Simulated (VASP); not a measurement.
# Co (R-3m) in VASP: a series of runs, part 3 of 3

VASP 6.6.1. The steps go on from the part before.

### 6 Relaxation of cell and atoms, PBEsol

This run uses another cell than the first one: it holds 2 atoms, not 3.

INCAR reads:

```
SYSTEM = Co
PREC     = Accurate       ! precision mode
ENCUT    = 600            ! plane-wave cutoff, eV
EDIFF    = 1E-6           ! SCF threshold, eV
ISMEAR   = 0              ! smearing method
SIGMA    = 0.1            ! smearing width, eV
LREAL    = .FALSE.        ! projectors in reciprocal space
LASPH    = .TRUE.         ! aspherical terms in the spheres
NELM     = 100            ! most SCF steps
ALGO     = Fast           ! electronic algorithm
ISIF     = 3              ! what is computed and relaxed
LWAVE    = .FALSE.        ! write WAVECAR
LCHARG   = .FALSE.        ! write CHGCAR
GGA      = PS             ! functional
IBRION   = 2              ! ionic algorithm
NSW      = 90             ! ionic steps
EDIFFG   = -0.04          ! ionic threshold
```

KPOINTS reads:

```
regular mesh
0
G
  6 6 6
  0 0 0
```

POSCAR reads:

```
Co
1.0
    0.0000000000      2.3137151500      2.3137151500
    2.3137151500      0.0000000000      2.3137151500
    2.3137151500      2.3137151500      0.0000000000
Co
2
Direct
    0.5000000000      0.5000000000      0.5000000000
    0.7500000000      0.7500000000      0.7500000000
```

Potentials or basis: VASP PAW PBE potentials, release 64 (Co).

Launch:

```
cat potpaw_PBE.64/Co/POTCAR > POTCAR
mpirun -np 1 vasp_std > vasp.out
```

OUTCAR:

```text
SYSTEM = Co
   PREC = Accurate
   ENCUT = 600
   EDIFF = 1E-6
   ISMEAR = 0
   LREAL = .FALSE.
   LASPH = .TRUE.
   NELM = 100
   ISIF = 3
   GGA = PS
   IBRION = 2
   NSW = 90
   EDIFFG = -0.04

 ion  position               nearest neighbor table
   1  0.500  0.500  0.500-   2 2.00   2 2.00   2 2.00   2 2.00
   2  0.750  0.750  0.750-   1 2.00   1 2.00   1 2.00   1 2.00

  LATTYP: Found a face centered cubic cell.
 ALAT       =     4.6274303000

  Lattice vectors:

 A1 = (   0.0000000000,   2.3137151500,   2.3137151500)
 A2 = (   2.3137151500,   0.0000000000,   2.3137151500)
 A3 = (   2.3137151500,   2.3137151500,   0.0000000000)

Analysis of symmetry for initial positions (statically):
=====================================================================
 Subroutine PRICEL returns:
 Original cell was already a primitive cell.

 Routine SETGRP: Setting up the symmetry group for a
[... 174 lines left out ...]
  in kB      250.8042789    250.8042789    250.8042789      0.0000000      0.0000000     -0.0000000
  external PRESSURE =     250.8042789 kB  Pullay stress =       0.0000000 kB
[... 59 lines left out ...]
--------------------------------------- Ionic step        3  -------------------------------------------

 number of electron      18.0000005 magnetization

 Free energy of the ion-electron system (eV)
  ---------------------------------------------------
  ext. energy  EPLUGINS =         0.00000000
  ---------------------------------------------------
  free energy    TOTEN  =       -12.66216662 eV

  energy without entropy =      -12.64398360  energy(sigma->0) =      -12.65307511

 E-fermi :   6.8154     XC(G=0): -11.8256

 val. band max:        6.7587613272   @ k =   0.5000   0.3333   0.1667
 cond. band min:       6.8354423509   @ k =  -0.1667   0.1667   0.0000
 fundamental gap:      0.0766810237
 Fermi energy:         6.8153505273

 k-point     1 :       0.0000    0.0000    0.0000
  band No.  band energies     occupation
      1      -0.4199      2.00000
      2       3.5496      2.00000
      3       3.5496      2.00000
      4       3.7385      2.00000
      5       3.7385      2.00000
      6       3.7385      2.00000
      7       5.6724      2.00000
      8       5.6724      2.00000
      9       5.6724      2.00000
     10       7.1343      0.00001
     11       7.1343      0.00001
     12      20.6102      0.00000
     13      20.6249      0.00000
[... 267 lines left out ...]
  FREE ENERGIE OF THE ION-ELECTRON SYSTEM (eV)
  ---------------------------------------------------
  free  energy   TOTEN  =       -12.6621666234 eV

  energy  without entropy=      -12.6439836001  energy(sigma->0) =      -12.65307511

 reached required accuracy - stopping structural energy minimisation
```

OSZICAR:

```text
N       E                     dE             d eps       ncg     rms          rms(c)
DAV:   1     0.985280835193E+02    0.98528E+02   -0.93394E+03   416   0.201E+03
DAV:   2    -0.107180940618E+02   -0.10925E+03   -0.10106E+03   416   0.305E+02
DAV:   3    -0.140676978192E+02   -0.33496E+01   -0.32181E+01   441   0.762E+01
[... 37 lines left out ...]
RMM:   8    -0.126622109466E+02   -0.83784E-04   -0.10270E-03   416   0.512E-01    0.802E-02
RMM:   9    -0.126621475846E+02    0.63362E-04   -0.36656E-04   420   0.312E-01    0.849E-03
RMM:  10    -0.126621643710E+02   -0.16786E-04   -0.16620E-04   453   0.866E-02    0.116E-02
RMM:  11    -0.126621665006E+02   -0.21296E-05   -0.21183E-05   379   0.369E-02    0.127E-02
RMM:  12    -0.126621666234E+02   -0.12282E-06   -0.35597E-06   286   0.155E-02
   3 F= -.12662167E+02 E0= -.12653075E+02  d E =-.227897E+00
```

CONTCAR:

```text
Co
   1.00000000000000
    -0.0000000000000000    2.4145705876965677    2.4145705876965677
     2.4145705876965677    0.0000000000000000    2.4145705876965677
     2.4145705876965677    2.4145705876965677    0.0000000000000000
  Co
     2
Direct
     0.5000000000000000    0.5000000000000000    0.5000000000000000
     0.7500000000000000    0.7500000000000000    0.7500000000000000

  0.00000000E+00  0.00000000E+00  0.00000000E+00
  0.00000000E+00  0.00000000E+00  0.00000000E+00
```

Run time: 17 s. Hardware: 1 thread of Intel Xeon 6975P-C (Granite Rapids), shared host; peak memory 0.16 GiB.

Results:

```yaml
Free_energy: -12.6622 eV
Relaxed_volume: 14.08 Å³/atom
Relaxed_cell: a = 3.415 Å, b = 3.415 Å, c = 3.415 Å, α = 60.00°, β = 60.00°, γ = 60.00°
Space_group_after_relaxing_to_0.05_Å: Fd-3m (No. 227)
Energy_gained_by_relaxing: 113.9 meV/atom
Ionic_steps: 3
Pressure_after_relaxing: -0.4 GPa
Band_gap_on_the_k_mesh: none (metal or under the smearing width)
```

The path:
```
step  energy change (eV)  largest force (eV/Å)  pressure (GPa)  volume (Å³)
   1              0.0000                0.0000           25.08        24.77
   2              0.0084                0.0000          -15.32        32.39
   3             -0.2279                0.0000           -0.36        28.15
```

Final structure:
```
Co
1.0
     0.00000    2.41457    2.41457
     2.41457    0.00000    2.41457
     2.41457    2.41457    0.00000
Co
2
Direct
  0.50000 0.50000 0.50000
  0.75000 0.75000 0.75000
```

Levels at points of the mesh, in eV from the Fermi level:
```csv
k point,band 6,band 7,band 8,band 9,band 10,band 11,band 12,band 13
"(0.00, 0.00, 0.00)",-3.08,-1.14,-1.14,-1.14,0.32,0.32,13.79,13.81
"(0.50, 0.00, 0.00)",-3.09,-1.64,-0.63,-0.63,0.09,0.09,1.57,10.12
"(0.50, 0.50, 0.00)",-2.11,-1.44,-1.44,0.27,0.27,1.94,1.94,5.00
```

Caveat: the k mesh is coarse (spacing up to 0.39 Å⁻¹), so the values aren't converged; the PAW data sets were made with another functional, which shifts forces and pressure a little; the run has no spin polarisation, though such a crystal can be magnetic. Spin polarisation is off, so any magnetic state and its effect on volume and gap are missing.

### 7 Overview

```tsv
task	spin	cell	k mesh	cutoff (eV)	mesh quality	gap on the mesh (eV)	pressure (GPa)	moment (μB)	largest force (eV/Å)
single point	collinear, typed start	R-3m, 10.35 Å³/atom	9 × 9 × 9	520	not flagged	none	-1.1	4.60	0.01
single point	collinear, typed start	R-3m, 12.6 Å³/atom	9 × 9 × 9	520	not flagged	none	-29.0	5.29	0.02
single point	collinear, typed start	I4_1/amd, 11.13 Å³/atom	8 × 8 × 8	520	coarse	none	6.1	3.42	-
single point	off	Fd-3m, 14.18 Å³/atom	6 × 6 × 6	520	coarse	none	-1.4	-	-
relaxation of cell and atoms	off	relaxed	6 × 6 × 6	600	coarse	none	-0.4	-	-
```

Alike in all rows: level PBEsol; potentials or basis VASP PAW PBE potentials, release 64 (Co); smearing gaussian 0.1 eV.

Caveats: some runs use coarse meshes; the PAW data sets were made with another functional, which shifts forces and pressure a little; a pressure of tens of GPa on the cell as given is suspect, and the run, the potentials or the cell itself is likely at fault (some runs).

Absolute energies hang on the potentials; compare differences alone.
